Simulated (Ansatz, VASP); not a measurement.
One calculation of MgO, two programs

```
Mg O
1.0
     2.13515   -2.13515    0.00000
     2.13515    0.00000   -2.13515
     8.54060    8.54060    8.54060
Mg O
6 6
Cartesian
  4.2703 0.0000 0.0000
  0.0000 0.0000 0.0000
  4.2703 2.1351 2.1351
  8.5406 4.2703 4.2703
  4.2703 4.2703 4.2703
  8.5406 6.4054 6.4054
  6.4055 2.1352 2.1352
  2.1351 2.1351 2.1351
  6.4054 4.2703 4.2703
  10.6758 6.4055 6.4055
  10.6757 4.2703 4.2703
  2.1351 0.0000 0.0000
```

Alike in both runs: task single point; functional PBEsol; k mesh 9 × 9 × 2; occupations gaussian, width 0.05 eV; no spin polarisation.

|  | VASP | Ansatz |
| --- | --- | --- |
| version | VASP 6.6.1 | Ansatz 0.2.0 |
| potentials or method | VASP PAW PBE potentials, release 64 (Mg, O) | scalar-relativistic, plane waves, PAW |
| plane-wave cutoff (eV) | 520 | 420 |
| valence electrons in the cell | 48 | 96 |

```tsv
	VASP	Ansatz	Ansatz less VASP
gap on the k mesh at the Fermi level (eV)	4.25	4.25	0.000
least direct gap on the mesh (eV)	4.25	4.25	0.000
pressure (GPa)	-6.3	-5.8	+0.55
```

The two sets of potentials don't hold the same shells in valence.

Caveats: the PAW data sets were made with another functional, which shifts forces and pressure a little (VASP); an odd mesh through Γ misses points on the zone boundary, where band edges often lie.
